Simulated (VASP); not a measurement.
# Ge (Fd-3m) in VASP: notebook

Aim: see how the results for Ge move with the level of theory and the settings. Levels: RPBE, revPBE, BLYP, PW91. Tasks: band structure.

Everything below comes from runs of VASP 6.6.1. Logs are shortened: lines on timing, memory, paths and dates and some standing lists are left out, and cuts for length are marked.

**Measured values to compare with.**

From “Electronic and optical properties of SixGe1-x-ySny alloys lattice-matched to Ge”, 2021, arxiv:2109.02782, for a bulk crystal of Ge: band gap 0.807 eV (direct) at 300 K; band gap 0.666 eV (indirect) at 293 K.

From “Temperature-dependent photoluminescence in Ge: experiment and theory”, 2020, arxiv:2003.00143, for a bulk crystal of Ge at 0 K: band gap 0.744 eV (indirect).

The results are compared with them further down.

**1. The crystal as given**

The structure is cubic, space group Fd-3m (No. 227). Conventional cell: a = 5.658 Å, b = 5.658 Å, c = 5.658 Å, α = 90.00°, β = 90.00°, γ = 90.00°. Ge (site symmetry -43m) is surrounded by 4 Ge at 2.45 Å.

**2. Band structure, RPBE**

Contents of POSCAR:

```
Ge
1.0
    0.0000000000      2.8289100000      2.8289100000
    2.8289100000      0.0000000000      2.8289100000
    2.8289100000      2.8289100000      0.0000000000
Ge
2
Direct
    0.7500000000      0.7500000000      0.7500000000
    0.5000000000      0.5000000000      0.5000000000
```

Contents of INCAR.step1:

```
SYSTEM = Ge
PREC = Accurate
ENCUT = 520
EDIFF = 1E-7
ISMEAR = -1
SIGMA = 0.05
LREAL = .FALSE.
LASPH = .TRUE.
NELM = 80
ALGO = Fast
ISIF = 2
LWAVE = .FALSE.
LCHARG = .TRUE.
GGA = RP
NBANDS = 21
```

Contents of KPOINTS.step1:

```
Automatic mesh
0
G
  8 8 8
  0 0 0
```

Contents of INCAR.step2:

```
SYSTEM = Ge
PREC = Accurate
ENCUT = 520
EDIFF = 1E-7
ISMEAR = 0
SIGMA = 0.05
LREAL = .FALSE.
LASPH = .TRUE.
NELM = 80
ALGO = Fast
ISIF = 2
LWAVE = .FALSE.
LCHARG = .FALSE.
GGA = RP
NBANDS = 21
ICHARG = 11
```

Contents of KPOINTS.step2:

```
path GXWKGLUWLK,UX
20
line-mode
reciprocal
 0.0000000000  0.0000000000  0.0000000000  G
 0.5000000000  0.0000000000  0.5000000000  X

 0.5000000000  0.0000000000  0.5000000000  X
 0.5000000000  0.2500000000  0.7500000000  W

 0.5000000000  0.2500000000  0.7500000000  W
 0.3750000000  0.3750000000  0.7500000000  K

 0.3750000000  0.3750000000  0.7500000000  K
 0.0000000000  0.0000000000  0.0000000000  G

 0.0000000000  0.0000000000  0.0000000000  G
 0.5000000000  0.5000000000  0.5000000000  L

 0.5000000000  0.5000000000  0.5000000000  L
 0.6250000000  0.2500000000  0.6250000000  U

 0.6250000000  0.2500000000  0.6250000000  U
 0.5000000000  0.2500000000  0.7500000000  W

 0.5000000000  0.2500000000  0.7500000000  W
 0.5000000000  0.5000000000  0.5000000000  L

 0.5000000000  0.5000000000  0.5000000000  L
 0.3750000000  0.3750000000  0.7500000000  K

 0.6250000000  0.2500000000  0.6250000000  U
 0.5000000000  0.0000000000  0.5000000000  X
```

Potentials or basis: VASP PAW PBE potentials, release 64 (Ge_d).

The run is started by

```bash
$ cat potpaw_PBE.64/Ge_d/POTCAR > POTCAR
$ cp INCAR.step1 INCAR
$ cp KPOINTS.step1 KPOINTS
$ mpirun -np 1 vasp_std > vasp.out
$ cp INCAR.step2 INCAR
$ cp KPOINTS.step2 KPOINTS
$ mpirun -np 1 vasp_std > vasp.out
```

OUTCAR:

```text
SYSTEM = Ge
   PREC = Accurate
   ENCUT = 520
   EDIFF = 1E-7
   ISMEAR = 0
   LREAL = .FALSE.
   LASPH = .TRUE.
   NELM = 80
   ISIF = 2
   GGA = RP
   ICHARG = 11

 ion  position               nearest neighbor table
   1  0.750  0.750  0.750-   2 2.45   2 2.45   2 2.45   2 2.45
   2  0.500  0.500  0.500-   1 2.45   1 2.45   1 2.45   1 2.45

  LATTYP: Found a face centered cubic cell.
 ALAT       =     5.6578200000

  Lattice vectors:

 A1 = (   0.0000000000,   2.8289100000,   2.8289100000)
 A2 = (   2.8289100000,   0.0000000000,   2.8289100000)
 A3 = (   2.8289100000,   2.8289100000,   0.0000000000)

Analysis of symmetry for initial positions (statically):
=====================================================================
 Subroutine PRICEL returns:
 Original cell was already a primitive cell.

 Routine SETGRP: Setting up the symmetry group for a
 face centered cubic supercell.

 Subroutine GETGRP returns: Found 48 space group operations
 (whereof 24 operations were pure point group operations)
 out of a pool of 48 trial point group operations.

The static configuration has the point symmetry T_d .
 The point group associated with its full space group is O_h .

Analysis of symmetry for dynamics (positions and initial velocities):
=====================================================================
 Subroutine PRICEL returns:
 Original cell was already a primitive cell.

 Routine SETGRP: Setting up the symmetry group for a
 face centered cubic supercell.

 Subroutine GETGRP returns: Found 48 space group operations
 (whereof 24 operations were pure point group operations)
 out of a pool of 48 trial point group operations.

The dynamic configuration has the point symmetry T_d .
 The point group associated with its full space group is O_h .

 Subroutine INISYM returns: Found 48 space group operations
 (whereof 24 operations are pure point group operations),
 and found     1 'primitive' translations

----------------------------------------------------------------------------------------

                                     Primitive cell

  volume of cell :      45.2780

  direct lattice vectors                    reciprocal lattice vectors
     0.000000000  2.828910000  2.828910000    -0.176746521  0.176746521  0.176746521
     2.828910000  0.000000000  2.828910000     0.176746521 -0.176746521  0.176746521
     2.828910000  2.828910000  0.000000000     0.176746521  0.176746521 -0.176746521

  length of vectors
     4.000682889  4.000682889  4.000682889     0.306133954  0.306133954  0.306133954

  position of ions in fractional coordinates (direct lattice)
     0.750000000  0.750000000  0.750000000
     0.500000000  0.500000000  0.500000000

  ion indices of the primitive-cell ions
   primitive index   ion index
                 1           1
                 2           2

----------------------------------------------------------------------------------------

 KPOINTS: path GXWKGLUWLK,UX

Interpolating k-points between supplied coordinates.

 Line segments in fractional coordinates (reciprocal lattice):
    0.000000  0.000000  0.000000  ...  0.500000  0.000000  0.500000
    0.500000  0.000000  0.500000  ...  0.500000  0.250000  0.750000
    0.500000  0.250000  0.750000  ...  0.375000  0.375000  0.750000
    0.375000  0.375000  0.750000  ...  0.000000  0.000000  0.000000
    0.000000  0.000000  0.000000  ...  0.500000  0.500000  0.500000
    0.500000  0.500000  0.500000  ...  0.625000  0.250000  0.625000
    0.625000  0.250000  0.625000  ...  0.500000  0.250000  0.750000
    0.500000  0.250000  0.750000  ...  0.500000  0.500000  0.500000
    0.500000  0.500000  0.500000  ...  0.375000  0.375000  0.750000
    0.625000  0.250000  0.625000  ...  0.500000  0.000000  0.500000

 Generated    20 points on each line segment, for a total of    200 k-points:

 Following reciprocal coordinates:
            Coordinates               Weight
  0.000000  0.000000  0.000000      0.005000
  0.026316  0.000000  0.026316      0.005000
  0.052632  0.000000  0.052632      0.005000
  0.078947  0.000000  0.078947      0.005000
  0.105263  0.000000  0.105263      0.005000
  0.131579  0.000000  0.131579      0.005000
[... 16 lines left out ...]
  0.500000  0.026316  0.526316      0.005000
  0.500000  0.039474  0.539474      0.005000
 [... further k-points ...]
   k-points           NKPTS =    200   k-points in BZ     NKDIM =    200   number of bands    NBANDS=     21
   number of dos      NEDOS =    301   number of ions     NIONS =      2
   total plane-waves  NPLWV =  27000
   dimension x,y,z NGX =    30 NGY =   30 NGZ =   30
   dimension x,y,z NGXF=    60 NGYF=   60 NGZF=   60
   ions per type =               2
   NGX,Y,Z   is equivalent  to a cutoff of  12.47, 12.47, 12.47 a.u.
   NGXF,Y,Z  is equivalent  to a cutoff of  24.93, 24.93, 24.93 a.u.
 SYSTEM =  Ge
   PREC   = accura    normal or accurate (medium, high low for compatibility)
   ISTART =      0    job   : 0-new  1-cont  2-samecut
   ICHARG =     11    charge: 1-file 2-atom 10-const
   ISPIN  =      1    spin polarized calculation?
   LNONCOLLINEAR =      F non collinear calculations
   LSORBIT =      F    spin-orbit coupling
   LASPH  =      T    aspherical Exc in radial PAW
   ENCUT  =  520.0 eV  38.22 Ry    6.18 a.u.   7.44  7.44  7.44*2*pi/ulx,y,z
   NELM   =     80;   NELMIN=  2; NELMDL=  0     # of ELM steps
   EDIFF  = 0.1E-06   stopping-criterion for ELM
   LREAL  =      F    real-space projection
   EDIFFG = 0.1E-05   stopping-criterion for IOM
   NSW    =      0    number of steps for IOM
   IBRION =     -1    ionic relax: 0-MD 1-quasi-New 2-CG
   NFREE  =      0    steps in history (QN), initial steepest desc. (CG)
   ISIF   =      2    stress and relaxation
   ISYM   =      2    0-nonsym 1-usesym 2-fastsym
   POTIM  = 0.5000    time-step for ionic-motion
   TEBEG  =    0.0;   TEEND  =   0.0 temperature during run
   PSTRESS=    0.0 pullay stress
   NELECT =      28.0000    total number of electrons
   NUPDOWN=      -1.0000    fix difference up-down
   EMIN   =  10.00;   EMAX   =-10.00  energy-range for DOS
   EFERMI =   0.00;   METHOD = LEGACY
   ISMEAR =     0;   SIGMA  =   0.05  broadening in eV -4-tet -1-fermi 0-gaus
   EFERMI_NEDOS =   21; number of points for ismear=-14 and -15
   IALGO  =     68    algorithm
   IMIX   =      4    mixing-type and parameters
     AMIX     =   0.40;   BMIX     =  1.00
     AMIX_MAG =   1.60;   BMIX_MAG =  1.00
  volume/ion in A,a.u.               =      22.64       152.78
  Fermi-wavevector in a.u.,A,eV,Ry     =   1.394756  2.635708 26.468033  1.945346
  Thomas-Fermi vector in A             =   2.518275
   LORBIT       =      0    0 simple, 1 ext, 2 COOP (PROOUT), +10 PAW based schemes
   GGA     = RP    functional components
   LHFCALC =     F    Hartree Fock is set to
   AEXX    =    0.0000 exact exchange contribution
   IVDW    =     0    specifies the selected vdW correction
   LEPSILON=     F    determine dielectric tensor
   LRPA    =     F    only Hartree local field effects (RPA)
 non-spin polarized calculation
 RMM-DIIS sequential band-by-band and
 Gauss-broadening in eV      SIGMA  =   0.05
  energy-cutoff  :      520.00
  volume of cell :       45.28
 maximum number of plane-waves:      1243

 number of electron      28.0000022 magnetization

 Free energy of the ion-electron system (eV)
  ---------------------------------------------------
  ext. energy  EPLUGINS =         0.00000000
  ---------------------------------------------------
  free energy    TOTEN  =        -8.40928540 eV

  energy without entropy =       -8.40915217  energy(sigma->0) =       -8.40921878

 E-fermi :   5.1827     XC(G=0):  -9.7487

 val. band max:        5.0964603553   @ k =   0.0000   0.0000   0.0000
 cond. band min:       5.2523931093   @ k =   0.0000   0.0000   0.0000
 fundamental gap:      0.1559327539
 Fermi energy:         5.1827200878

 k-point     1 :       0.0000    0.0000    0.0000
  band No.  band energies     occupation
      1     -19.7365      2.00000
      2     -19.7365      2.00000
      3     -19.7365      2.00000
      4     -19.7005      2.00000
      5     -19.7005      2.00000
      6     -19.4910      2.00000
[... 13 lines left out ...]
     20      14.5436      0.00000
     21      14.5436      0.00000

 k-point     2 :       0.0263    0.0000    0.0263
  band No.  band energies     occupation
      1     -19.7372      2.00000
      2     -19.7368      2.00000
      3     -19.7368      2.00000
      4     -19.7001      2.00000
      5     -19.6991      2.00000
      6     -19.4941      2.00000
[... 13 lines left out ...]
     20      14.3263      0.00000
     21      14.5554      0.00000

 k-point     3 :       0.0526    0.0000    0.0526
  band No.  band energies     occupation
      1     -19.7388      2.00000
      2     -19.7376      2.00000
      3     -19.7376      2.00000
      4     -19.6989      2.00000
      5     -19.6954      2.00000
      6     -19.5007      2.00000
[... 13 lines left out ...]
     20      13.8659      0.00000
     21      14.5907      0.00000

 k-point     4 :       0.0789    0.0000    0.0789
  band No.  band energies     occupation
      1     -19.7408      2.00000
      2     -19.7389      2.00000
      3     -19.7389      2.00000
      4     -19.6969      2.00000
      5     -19.6897      2.00000
      6     -19.5088      2.00000
[... 13 lines left out ...]
     20      13.3505      0.00000
     21      14.6496      0.00000

 k-point     5 :       0.1053    0.0000    0.1053
  band No.  band energies     occupation
      1     -19.7428      2.00000
      2     -19.7406      2.00000
      3     -19.7406      2.00000
      4     -19.6941      2.00000
      5     -19.6828      2.00000
      6     -19.5178      2.00000
[... 13 lines left out ...]
     20      12.8556      0.00000
     21      14.7322      0.00000

 k-point     6 :       0.1316    0.0000    0.1316
  band No.  band energies     occupation
      1     -19.7443      2.00000
      2     -19.7428      2.00000
      3     -19.7428      2.00000
      4     -19.6906      2.00000
      5     -19.6749      2.00000
      6     -19.5276      2.00000
[... 13 lines left out ...]
     20      13.0381      0.00000
     21      14.8383      0.00000

 k-point     7 :       0.1579    0.0000    0.1579
  band No.  band energies     occupation
      1     -19.7453      2.00000
      2     -19.7452      2.00000
      3     -19.7452      2.00000
      4     -19.6864      2.00000
      5     -19.6662      2.00000
      6     -19.5379      2.00000
[... 13 lines left out ...]
     20      13.5126      0.00000
     21      14.9680      0.00000
[... 291 lines left out ...]
      1     -19.7703      2.00000
      2     -19.7703      2.00000
      3     -19.6850      2.00000
      4     -19.6850      2.00000
      5     -19.5862      2.00000
      6     -19.5862      2.00000
[... 13 lines left out ...]
     20      16.8376      0.00000
     21      17.9597      0.00000

 k-point    21 :       0.5000    0.0000    0.5000
  band No.  band energies     occupation
      1     -19.7703      2.00000
      2     -19.7703      2.00000
      3     -19.6850      2.00000
      4     -19.6850      2.00000
      5     -19.5862      2.00000
      6     -19.5862      2.00000
[... 13 lines left out ...]
     20      16.8401      0.00000
     21      17.9597      0.00000

 k-point    22 :       0.5000    0.0132    0.5132
  band No.  band energies     occupation
      1     -19.7704      2.00000
      2     -19.7704      2.00000
      3     -19.6848      2.00000
      4     -19.6848      2.00000
      5     -19.5863      2.00000
      6     -19.5863      2.00000
[... 13 lines left out ...]
     20      16.8066      0.00000
     21      17.9627      0.00000

 k-point    23 :       0.5000    0.0263    0.5263
  band No.  band energies     occupation
      1     -19.7707      2.00000
      2     -19.7707      2.00000
      3     -19.6840      2.00000
      4     -19.6840      2.00000
      5     -19.5863      2.00000
      6     -19.5863      2.00000
[... 13 lines left out ...]
     20      16.7305      0.00000
     21      17.9693      0.00000

 k-point    24 :       0.5000    0.0395    0.5395
  band No.  band energies     occupation
      1     -19.7713      2.00000
      2     -19.7713      2.00000
      3     -19.6828      2.00000
      4     -19.6828      2.00000
      5     -19.5864      2.00000
      6     -19.5864      2.00000
[... 13 lines left out ...]
     20      16.6235      0.00000
     21      17.9777      0.00000

 [... further k-points ...]

------------------------ aborting loop because EDIFF is reached ----------------------------------------

  FORCE on cell =-STRESS in cart. coord.  units (eV):
  Direction    XX          YY          ZZ          XY          YZ          ZX
  --------------------------------------------------------------------------------------
  -------------------------------------------------------------------------------------
  Total        1.1795367      1.1795367      1.1795367      0.0000000      0.0000000     -0.0000000
  in kB       41.7382885     41.7382885     41.7382885      0.0000000      0.0000000     -0.0000000
  external PRESSURE =      41.7382885 kB  Pullay stress =       0.0000000 kB

 VOLUME and BASIS-vectors are now :
 -----------------------------------------------------------------------------
  energy-cutoff  :      520.00
  volume of cell :       45.28
      direct lattice vectors                 reciprocal lattice vectors
     0.000000000  2.828910000  2.828910000    -0.176746521  0.176746521  0.176746521
     2.828910000  0.000000000  2.828910000     0.176746521 -0.176746521  0.176746521
     2.828910000  2.828910000  0.000000000     0.176746521  0.176746521 -0.176746521

 POSITION                                       TOTAL-FORCE (eV/Angst)
 -----------------------------------------------------------------------------------
      4.24336      4.24336      4.24336         0.000000      0.000000      0.000000
      2.82891      2.82891      2.82891        -0.000000     -0.000000     -0.000000
 -----------------------------------------------------------------------------------
    total drift:                                0.000000     -0.000000     -0.000000

  FREE ENERGIE OF THE ION-ELECTRON SYSTEM (eV)
  ---------------------------------------------------
  free  energy   TOTEN  =        -8.4092854005 eV

  energy  without entropy=       -8.4091521676  energy(sigma->0) =       -8.40921878
```

Run time: 1.7 min. Hardware: 1 thread of Intel Xeon 6975P-C (Granite Rapids), shared host; peak memory 0.25 GiB.

Results:

* Band gap on the k mesh: 0.15 eV, direct
* Band gap along the path: 0.16 eV, direct

Levels at the corners of the path, in eV from the valence-band top:
```csv
point,band 12,band 13,band 14,band 15,band 16,band 17
Γ,0.00,0.00,0.00,0.16,2.57,2.57
X,-8.85,-3.07,-3.07,0.84,0.84,9.58
X,-8.85,-3.07,-3.07,0.84,0.84,9.58
W,-8.75,-3.88,-3.88,4.38,4.38,4.79
W,-8.75,-3.88,-3.88,4.38,4.38,4.79
K,-8.26,-4.30,-2.63,1.24,4.15,7.30
K,-8.26,-4.30,-2.63,1.24,4.15,7.30
Γ,0.00,0.00,0.00,0.16,2.57,2.57
Γ,0.00,0.00,0.00,0.16,2.57,2.57
L,-7.56,-1.40,-1.40,0.28,3.78,3.78
L,-7.56,-1.40,-1.40,0.28,3.78,3.78
U,-8.26,-4.30,-2.63,1.24,4.15,7.30
U,-8.26,-4.30,-2.63,1.24,4.15,7.30
W,-8.75,-3.88,-3.88,4.38,4.38,4.79
W,-8.75,-3.88,-3.88,4.38,4.38,4.79
L,-7.56,-1.40,-1.40,0.28,3.78,3.78
L,-7.56,-1.40,-1.40,0.28,3.78,3.78
K,-8.26,-4.30,-2.63,1.24,4.15,7.30
U,-8.26,-4.30,-2.63,1.24,4.15,7.30
X,-8.85,-3.07,-3.07,0.84,0.84,9.58
```

Caveat: the log is that of the step along the path at fixed density, whose energy, stress, charges and moments have no meaning; the PAW data sets were made with another functional, which shifts forces and pressure a little.

[end of part 1 of 3]
